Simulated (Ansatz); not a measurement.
## What a change of settings does to a run on CaS

The cell is COD entry 1011236, as deposited and not checked against the literature; nothing was relaxed. It is an old determination, and later ones may differ.

First run: DFT, LDA, all-electron LAPW, scalar-relativistic (Ansatz 0.2.0).

Command: `ansatz run input.yaml --threads 1 --pin off --max-ram 2048MiB --backend cpu --events-out ev --progress --plain --runs-dir out` The run took 6.6 s on 1 thread of Arm Neoverse V1, with other jobs on the host, peak memory 0.26 GiB.

```yaml
crystal:
  lattice:
    - [0.0, 2.843, 2.843]
    - [2.843, 0.0, 2.843]
    - [2.843, 2.843, 0.0]
  atoms:
    - { symbol: Ca, position: [0.0, 0.0, 0.0] }
    - { symbol: S, position: [0.5, 0.5, 0.5] }
kpoints:
  mp_grid: { grid: [7, 7, 7] }
  band_path:
    path:
      - [0.0, 0.0, 0.0]
      - [0.5, 0.0, 0.5]
      - [0.625, 0.25, 0.625]
      - [0.375, 0.375, 0.75]
      - [0.0, 0.0, 0.0]
      - [0.5, 0.5, 0.5]
      - [0.5, 0.25, 0.75]
      - [0.5, 0.0, 0.5]
    npoints: 5
scf:
  occupations: { method: fermi_dirac, width: 0.01 }
hamiltonian:
  xc: lda
  pseudopotentials: { kind: all_electron, lapw: { basis_error: 0.00025 } }
output:
  forces: true
  stress: true
  eigenvalues: true
```

Result: converged; pressure -3.84 GPa; gap on the k mesh 2.21 eV (the mesh can miss the band edges); 7 SCF iterations.

A second input differs as follows:

```diff
@@ -22,4 +22,5 @@
 scf:
   occupations: { method: fermi_dirac, width: 0.01 }
+  max_iter: 75
 hamiltonian:
   xc: lda
@@ -29,3 +30,6 @@
   stress: true
   eigenvalues: true
+magnetization:
+  spin_polarized: true
+  initial_magnetization: 40
```

Does the change harm the result?

Not here: the run converged; energy at zero smearing 0.0 meV/atom from the first run; pressure -3.84 GPa; moment 0.00 μB; 15 SCF iterations, so the odd setting did no harm in this case.
